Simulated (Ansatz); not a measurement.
**Convergence test, In₂Sb**

Theory: Ansatz, DFT PBEsol, scalar-relativistic, plane waves, PAW.

```
In Sb
1.0
     5.37922    0.06659   -0.08910
    -2.63195    4.52466    0.03323
    -0.11133   -0.01633    6.76761
In Sb
4 2
Direct
  0.64815 0.32173 0.25926
  0.34089 0.68898 0.74894
  0.00396 0.98279 0.50438
  0.99984 0.01260 0.98713
  0.67098 0.35240 0.74902
  0.33594 0.65778 0.26271
```

| Item | Value |
| --- | --- |
| Γ-centred k-mesh | 6×6×4 |
| occupation rule | Gaussian smearing, 0.1 eV |
| spin treatment | unpolarised |
| valence charge of the PAW sets | In 13, Sb 15 |

The atoms stay fixed while the plane-wave cutoff is varied. ΔE is the energy extrapolated to zero smearing, less that of the reference run (600 eV). The cell was strained and its atoms displaced at random, so that forces don't vanish. Spin–orbit coupling is left out. Pressure is positive in compression and holds a correction for the finite cutoff (Pulay stress).

Times are rough; the reference took 36 s on 1 thread of Oxide Virtual Turin-like Processor (Zen 5) (shared host), peak memory 0.98 GiB.

Q: One run gave ΔE = 8704 meV/atom and P = 0.36 GPa. Which plane-wave cutoff did it use, of 200, 250, 300, 350, 420?

A: 200 eV. All runs:

| cutoff (eV) | ΔE (meV/atom) | P (GPa) | largest change of a force component (eV/Å) | plane waves at Γ | wall time (s) |
| --- | --- | --- | --- | --- | --- |
| 200 | 8704 | 0.36 | 0.334 | 1049 | 12 |
| 250 | 984 | -1.60 | 0.052 | 1465 | 25 |
| 300 | 74.0 | -1.40 | 0.006 | 1959 | 15 |
| 350 | 3.82 | -1.44 | 0.001 | 2451 | 19 |
| 420 | 1.22 | -1.45 | 0.000 | 3223 | 33 |
| 600 | 0.00 | -1.45 | 0.000 | 5539 | 36 |